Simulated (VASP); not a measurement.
# Tl (Im-3m) in VASP: a series of runs, part 2 of 2

VASP 6.6.1. The steps go on from the part before.

## (4) Single point, LDA

This run uses another cell than the first one, of 24.00 Å³/atom, 0.880 times its volume.

INCAR reads:

```
SYSTEM = Tl
ALGO = Fast
EDIFF = 1E-7
ENCUT = 520
GGA = CA
ISIF = 2
ISMEAR = -1
LASPH = .TRUE.
LCHARG = .FALSE.
LREAL = .FALSE.
LWAVE = .FALSE.
NBANDS = 12
NELM = 60
PREC = Accurate
SIGMA = 0.1
```

KPOINTS reads:

```
k-points
0
G
  13 13 13
  0 0 0
```

POSCAR reads:

```
Tl
1.0
   -1.8171273828      1.8171273828      1.8171273828
    1.8171273828     -1.8171273828      1.8171273828
    1.8171273828      1.8171273828     -1.8171273828
Tl
1
Direct
    0.0000000000      0.0000000000      0.0000000000
```

Potentials or basis: VASP PAW LDA potentials, release 64 (Tl_d).

Started as:

```bash
> cat potpaw_LDA.64/Tl_d/POTCAR > POTCAR
> mpirun -np 1 vasp_std > vasp.out
```

OUTCAR:

```text
SYSTEM = Tl
   EDIFF = 1E-7
   ENCUT = 520
   GGA = CA
   ISIF = 2
   ISMEAR = -1
   LASPH = .TRUE.
   LREAL = .FALSE.
   NELM = 60
   PREC = Accurate

 ion  position               nearest neighbor table
   1  0.000  0.000  0.000-

  LATTYP: Found a body centered cubic cell.
 ALAT       =     3.6342547656

  Lattice vectors:

 A1 = (  -1.8171273828,   1.8171273828,   1.8171273828)
 A2 = (   1.8171273828,  -1.8171273828,   1.8171273828)
 A3 = (   1.8171273828,   1.8171273828,  -1.8171273828)

Analysis of symmetry for initial positions (statically):
=====================================================================
 Subroutine PRICEL returns:
 Original cell was already a primitive cell.

 Routine SETGRP: Setting up the symmetry group for a
 body centered cubic supercell.

 Subroutine GETGRP returns: Found 48 space group operations
 (whereof 48 operations were pure point group operations)
 out of a pool of 48 trial point group operations.

The static configuration has the point symmetry O_h .

Analysis of symmetry for dynamics (positions and initial velocities):
=====================================================================
 Subroutine PRICEL returns:
 Original cell was already a primitive cell.

 Routine SETGRP: Setting up the symmetry group for a
 body centered cubic supercell.

 Subroutine GETGRP returns: Found 48 space group operations
 (whereof 48 operations were pure point group operations)
 out of a pool of 48 trial point group operations.

The dynamic configuration has the point symmetry O_h .

 Subroutine INISYM returns: Found 48 space group operations
 (whereof 48 operations are pure point group operations),
 and found     1 'primitive' translations

----------------------------------------------------------------------------------------

                                     Primitive cell

  volume of cell :      24.0003

  direct lattice vectors                    reciprocal lattice vectors
    -1.817127383  1.817127383  1.817127383     0.000000000  0.275159576  0.275159576
     1.817127383 -1.817127383  1.817127383     0.275159576  0.000000000  0.275159576
     1.817127383  1.817127383 -1.817127383     0.275159576  0.275159576  0.000000000

  length of vectors
     3.147356951  3.147356951  3.147356951     0.389134404  0.389134404  0.389134404

  position of ions in fractional coordinates (direct lattice)
     0.000000000  0.000000000  0.000000000

  ion indices of the primitive-cell ions
   primitive index   ion index
                 1           1

----------------------------------------------------------------------------------------

 KPOINTS: k-points

Automatic generation of k-mesh.
 Grid dimensions read from file:
 generate k-points for:   13   13   13

 Generating k-lattice:

  Cartesian coordinates                     Fractional coordinates (reciprocal lattice)
     0.000000000  0.021166121  0.021166121     0.076923077  0.000000000  0.000000000
     0.021166121  0.000000000  0.021166121     0.000000000  0.076923077  0.000000000
     0.021166121  0.021166121  0.000000000     0.000000000  0.000000000  0.076923077

  Length of vectors
     0.029933416  0.029933416  0.029933416

  Shift w.r.t. Gamma in fractional coordinates (k-lattice)
     0.000000000  0.000000000  0.000000000

 Subroutine IBZKPT returns following result:
 ===========================================

 Found     84 irreducible k-points:

 Following reciprocal coordinates:
            Coordinates               Weight
  0.000000  0.000000  0.000000      1.000000
  0.076923  0.000000  0.000000     12.000000
  0.153846  0.000000  0.000000     12.000000
  0.230769  0.000000  0.000000     12.000000
  0.307692  0.000000  0.000000     12.000000
  0.384615  0.000000  0.000000     12.000000
[... 16 lines left out ...]
  0.153846  0.076923  0.076923     24.000000
  0.230769  0.076923  0.076923     24.000000
 [... further k-points ...]
   k-points           NKPTS =     84   k-points in BZ     NKDIM =     84   number of bands    NBANDS=     12
   number of dos      NEDOS =    301   number of ions     NIONS =      1
   total plane-waves  NPLWV =  13824
   dimension x,y,z NGX =    24 NGY =   24 NGZ =   24
   dimension x,y,z NGXF=    48 NGYF=   48 NGZF=   48
   ions per type =               1
   NGX,Y,Z   is equivalent  to a cutoff of  12.68, 12.68, 12.68 a.u.
   NGXF,Y,Z  is equivalent  to a cutoff of  25.35, 25.35, 25.35 a.u.
 SYSTEM =  Tl
   PREC   = accura    normal or accurate (medium, high low for compatibility)
   ISTART =      0    job   : 0-new  1-cont  2-samecut
   ICHARG =      2    charge: 1-file 2-atom 10-const
   ISPIN  =      1    spin polarized calculation?
   LNONCOLLINEAR =      F non collinear calculations
   LSORBIT =      F    spin-orbit coupling
   LASPH  =      T    aspherical Exc in radial PAW
   ENCUT  =  520.0 eV  38.22 Ry    6.18 a.u.   5.85  5.85  5.85*2*pi/ulx,y,z
   NELM   =     60;   NELMIN=  2; NELMDL= -5     # of ELM steps
   EDIFF  = 0.1E-06   stopping-criterion for ELM
   LREAL  =      F    real-space projection
   EDIFFG = 0.1E-05   stopping-criterion for IOM
   NSW    =      0    number of steps for IOM
   IBRION =     -1    ionic relax: 0-MD 1-quasi-New 2-CG
   NFREE  =      0    steps in history (QN), initial steepest desc. (CG)
   ISIF   =      2    stress and relaxation
   ISYM   =      2    0-nonsym 1-usesym 2-fastsym
   POTIM  = 0.5000    time-step for ionic-motion
   TEBEG  =    0.0;   TEEND  =   0.0 temperature during run
   PSTRESS=    0.0 pullay stress
   NELECT =      13.0000    total number of electrons
   NUPDOWN=      -1.0000    fix difference up-down
   EMIN   =  10.00;   EMAX   =-10.00  energy-range for DOS
   EFERMI =   0.00;   METHOD = LEGACY
   ISMEAR =    -1;   SIGMA  =   0.10  broadening in eV -4-tet -1-fermi 0-gaus
   EFERMI_NEDOS =   21; number of points for ismear=-14 and -15
   IALGO  =     68    algorithm
   IMIX   =      4    mixing-type and parameters
     AMIX     =   0.40;   BMIX     =  1.00
     AMIX_MAG =   1.60;   BMIX_MAG =  1.00
  volume/ion in A,a.u.               =      24.00       161.96
  Fermi-wavevector in a.u.,A,eV,Ry     =   1.334496  2.521832 24.230334  1.780879
  Thomas-Fermi vector in A             =   2.463273
   LORBIT       =      0    0 simple, 1 ext, 2 COOP (PROOUT), +10 PAW based schemes
   GGA     = CA    functional components
   LHFCALC =     F    Hartree Fock is set to
   AEXX    =    0.0000 exact exchange contribution
   IVDW    =     0    specifies the selected vdW correction
   LEPSILON=     F    determine dielectric tensor
   LRPA    =     F    only Hartree local field effects (RPA)
 non-spin polarized calculation
 RMM-DIIS sequential band-by-band and
  energy-cutoff  :      520.00
  volume of cell :       24.00
 maximum number of plane-waves:       670
   NGX = 11   NGY = 11   NGZ = 11

 number of electron      13.0000002 magnetization

 Free energy of the ion-electron system (eV)
  ---------------------------------------------------
  ext. energy  EPLUGINS =         0.00000000
  ---------------------------------------------------
  free energy    TOTEN  =        -2.86278933 eV

  energy without entropy =       -2.84766691  energy(sigma->0) =       -2.85522812

 E-fermi :   8.3346     XC(G=0): -11.4013

 val. band max:        8.3097616602   @ k =   0.2308   0.1538   0.1538
 cond. band min:       8.3364136075   @ k =  -0.4615  -0.4615   0.3077
 fundamental gap:      0.0266519472
 Fermi energy:         8.3346370316

 k-point     1 :       0.0000    0.0000    0.0000
  band No.  band energies     occupation
      1      -3.6309      2.00000
      2      -3.6309      2.00000
      3      -3.6309      2.00000
      4      -3.0514      2.00000
      5      -2.9735      2.00000
      6      -2.9735      2.00000
      7      21.0377      0.00000
      8      21.0377      0.00000
      9      21.0377      0.00000
     10      21.1534      0.00000
     11      21.1534      0.00000
     12      21.1534      0.00000
[... 331 lines left out ...]
 k-point    24 :       0.2308    0.0769    0.0769
  band No.  band energies     occupation
      1      -3.8139      2.00000
      2      -3.7482      2.00000
      3      -3.0604      2.00000
      4      -3.0062      2.00000
      5      -2.9732      2.00000
      6       0.0580      2.00000
      7      10.4748      0.00000
      8      14.4428      0.00000
      9      15.4788      0.00000
     10      22.4717      0.00000
     11      22.7509      0.00000
     12      24.8270      0.00000

 [... further k-points ...]
[... 5 lines left out ...]
  --------------------------------------------------------------------------------------
  -------------------------------------------------------------------------------------
  Total        1.1883045      1.1883045      1.1883045      0.0000000      0.0000000      0.0000000
  in kB       79.3272163     79.3272163     79.3272163      0.0000000      0.0000000      0.0000000
  external PRESSURE =      79.3272163 kB  Pullay stress =       0.0000000 kB

 VOLUME and BASIS-vectors are now :
 -----------------------------------------------------------------------------
  energy-cutoff  :      520.00
  volume of cell :       24.00
      direct lattice vectors                 reciprocal lattice vectors
    -1.817127383  1.817127383  1.817127383     0.000000000  0.275159576  0.275159576
     1.817127383 -1.817127383  1.817127383     0.275159576  0.000000000  0.275159576
     1.817127383  1.817127383 -1.817127383     0.275159576  0.275159576  0.000000000

 POSITION                                       TOTAL-FORCE (eV/Angst)
 -----------------------------------------------------------------------------------
      0.00000      0.00000      0.00000        -0.000000     -0.000000      0.000000
 -----------------------------------------------------------------------------------
    total drift:                                0.000000      0.000000     -0.000000

  FREE ENERGIE OF THE ION-ELECTRON SYSTEM (eV)
  ---------------------------------------------------
  free  energy   TOTEN  =        -2.8627893288 eV

  energy  without entropy=       -2.8476669055  energy(sigma->0) =       -2.85522812
```

OSZICAR:

```text
N       E                     dE             d eps       ncg     rms          rms(c)
DAV:   1     0.543000471064E+02    0.54300E+02   -0.69334E+03  2136   0.970E+02
DAV:   2    -0.222392721150E+01   -0.56524E+02   -0.55388E+02  2300   0.227E+02
DAV:   3    -0.290998816766E+01   -0.68606E+00   -0.68556E+00  2420   0.224E+01
DAV:   4    -0.291271770433E+01   -0.27295E-02   -0.27294E-02  2264   0.165E+00
DAV:   5    -0.291274584437E+01   -0.28140E-04   -0.28141E-04  2368   0.160E-01    0.399E+00
RMM:   6    -0.287187850550E+01    0.40867E-01   -0.45056E-02  2020   0.175E+00    0.261E+00
RMM:   7    -0.286357131201E+01    0.83072E-02   -0.21694E-02  2054   0.132E+00    0.852E-01
RMM:   8    -0.286278020064E+01    0.79111E-03   -0.22311E-03  2131   0.423E-01    0.679E-02
RMM:   9    -0.286278938503E+01   -0.91844E-05   -0.19181E-04  2284   0.128E-01    0.288E-02
RMM:  10    -0.286278854838E+01    0.83666E-06   -0.32957E-05  2263   0.549E-02    0.306E-03
RMM:  11    -0.286278917805E+01   -0.62968E-06   -0.77713E-06  2301   0.228E-02    0.195E-03
RMM:  12    -0.286278929472E+01   -0.11667E-06   -0.16822E-06  2245   0.108E-02    0.505E-04
RMM:  13    -0.286278932878E+01   -0.34059E-07   -0.39861E-07  1600   0.471E-03
   1 F= -.28627893E+01 E0= -.28552281E+01  d E =-.151224E-01
```

stdout:

```text
POSCAR found type information on POSCAR Tl
 POSCAR found :  1 types and       1 ions
 scaLAPACK will be used
 LDA part: xc-table for (Slater(with rela. corr.)+CA(PZ))
 , standard interpolation
 POSCAR, INCAR and KPOINTS ok, starting setup
 FFT: planning ... GRIDC
 FFT: planning ... GRID_SOFT
 FFT: planning ... GRID
 WAVECAR not read
 entering main loop
```

Wall time 6 s (1 thread of Intel Xeon 6975P-C (Granite Rapids), shared host); peak memory 0.14 GiB.

Results:

```yaml
Free_energy: -2.8628 eV
Pressure: 7.9 GPa
Band_gap_on_the_k_mesh: none (metal or under the smearing width)
```

Spin-orbit coupling is left out, which matters for the levels of Tl.

## (5) Overview

| cell | k mesh | gap on the mesh (eV) | pressure (GPa) |
| --- | --- | --- | --- |
| Im-3m, 27.27 Å³/atom | 19 × 19 × 19 | none | 0.1 |
| Im-3m, 25.09 Å³/atom | 13 × 13 × 13 | none | 4.6 |
| Im-3m, 24.0 Å³/atom | 13 × 13 × 13 | none | 7.9 |

Alike in all rows: task single point; level LDA; potentials or basis VASP PAW LDA potentials, release 64 (Tl_d); no spin polarisation; cutoff (eV) 520; smearing fermi-dirac 0.1 eV.

Every run on the cell as given and a fine mesh finds a metal.

Total energies depend on the potentials used, so only differences within one code and one set of settings carry meaning.
